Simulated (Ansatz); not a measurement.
# Ag$_{2}$O: do energies and stresses tell the same story?

All numbers below come from Ansatz 0.2.0, DFT PBE, scalar-relativistic, plane waves, PAW.

Cutoff 420 eV; k points 8×8×8 on the computed 6-atom cell (Γ-centred); Gaussian smearing, width 0.10 eV; no spin polarisation.

Relaxed cell: Pn-3m, a = 4.812 Å, b = 4.812 Å, c = 4.812 Å, α = 90.00°, β = 90.00°, γ = 90.00°, 6 atoms in the primitive cell.

Energies at zero smearing and pressures from the stress tensor, at volumes with shape and atoms relaxed:
```csv
V (Å³/atom),E − E(first) (meV/atom),P (GPa)
16.342,0.00,12.52
16.899,-36.27,8.47
17.456,-59.66,5.11
18.013,-72.42,2.32
18.570,-76.33,0.01
19.127,-72.87,-1.91
19.685,-63.40,-3.50
20.427,-43.05,-5.19
```

Q: Check P = −dE/dV between neighbouring volumes, and get the bulk modulus from the pressures alone.

A: With 1 eV/Å³ = 160.2 GPa:
| middle V (Å³/atom) | −ΔE/ΔV (GPa) | mean P (GPa) |
| --- | --- | --- |
| 16.620 | 10.430 | 10.495 |
| 17.178 | 6.727 | 6.788 |
| 17.735 | 3.669 | 3.714 |
| 18.292 | 1.124 | 1.165 |
| 18.849 | -0.994 | -0.949 |
| 19.406 | -2.725 | -2.701 |
| 20.056 | -4.389 | -4.345 |

The two differ by 0.07 GPa at most. The mean of two end pressures misses the average over a step by about ΔV² P″/12, up to 0.06 GPa here; with that taken off 0.02 GPa remains. Around V = 18.570 Å³/atom, the two neighbours give B = −V ΔP/ΔV = 18.570 × 4.23 / 1.114 = 70.5 GPa, against B0 = 70.0 GPa from the Birch–Murnaghan fit of the energies.